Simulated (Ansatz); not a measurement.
# BaS: experiment and calculation

**The experiment to reproduce.**

From “High temperature equilibrium of 3D and 2D chalcogenide perovskites”, 2022, arxiv:2212.01429, for a bulk crystal of BaS: lattice constant a 6.387 Å.

From a printed reference work, monograph, original work of 1988, for a bulk crystal of BaS at 2 K: band gap 3.806 eV (indirect).

How close the calculation comes is told below.

The calculation used DFT PBE, scalar-relativistic, plane waves, PAW (Ansatz).

Settings: cutoff 420 eV, Γ-centred mesh 8×8×8 on the computed 2-atom cell, Gaussian smearing of 0.02 eV; no spin polarisation.

Relaxed structure, symmetry kept:

```yaml
crystal:
  lattice:
    - [0.00000, 3.21439, 3.21439]
    - [3.21439, 0.00000, 3.21439]
    - [3.21439, 3.21439, 0.00000]
  atoms:
    - { symbol: Ba, position: [0.00000, 0.00000, 0.00000] }
    - { symbol: S, position: [0.50000, 0.50000, 0.50000] }
```

* Space group: Fm-3m (No. 225)
* Volume per atom: 224.1 bohr³
* Formation energy from the elements' standard states (uncorrected): -2.133 eV/atom
* Kohn–Sham band gap: 2.23 eV
* Löwdin character of the top 1 eV of the valence band: S 3p 92 %, unprojected 5 %
* Bader charges (e): Ba (1 in the cell) 1.42, S (1 in the cell) -1.42

Spin-orbit coupling is left out, which matters for the bands of heavy elements.

Against the measured lattice constant a of BaS, 6.387 Å (quoted in the paper above), the calculated 6.429 Å is off by +0.7 %. The calculation is for 0 K without zero-point motion. Measured band gap of BaS: 3.806 eV (indirect; 2 K; a printed reference work, monograph, original work of 1988). This calculation gives 2.23 eV (-1.57 eV). Kohn–Sham gaps of semilocal functionals fall short of measured ones as a rule; spin-orbit coupling, left out here, would usually lower the calculated gap of a compound with heavy elements.